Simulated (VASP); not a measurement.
Here is a VASP 6.6.1 calculation.

INCAR

```
SYSTEM = Li
PREC = Accurate
ENCUT = 600
EDIFF = 1E-6
ISMEAR = 0
SIGMA = 0.1
LREAL = .FALSE.
LASPH = .TRUE.
NELM = 100
ALGO = Normal
ISIF = 3
LWAVE = .FALSE.
LCHARG = .FALSE.
GGA = PE
IVDW = 12
IBRION = 2
NSW = 100
EDIFFG = -0.005
```

Contents of KPOINTS:

```
Automatic mesh
0
G
  16 16 16
  0 0 0
```

Contents of POSCAR:

```
Li
1.0
   -1.7500000000      1.7500000000      1.7500000000
    1.7500000000     -1.7500000000      1.7500000000
    1.7500000000      1.7500000000     -1.7500000000
Li
1
Direct
    0.0000000000      0.0000000000      0.0000000000
```

Potentials or basis: VASP PAW PBE potentials, release 64 (Li_sv).

The run is started by

```bash
$ cat potpaw_PBE.64/Li_sv/POTCAR > POTCAR
$ mpirun -np 1 vasp_std > vasp.out
```

(1) Estimate the band gap on the k mesh.

(2) Estimate the relaxed volume.

Answers

(1) none (metal or under the smearing width).

(2) 18.06 Å³/atom.

Caveat: the cutoff is under 1.25 times the usual one of these potentials, so pressure, stress and relaxed cells hold a basis-set (Pulay) error; the volume moved by over 15 % at a fixed basis, so the end points are rough; the volume moved by -16 % from the deposited cell, more than functionals usually miss; pairwise dispersion overbinds metals, which lowers pressure and volume.
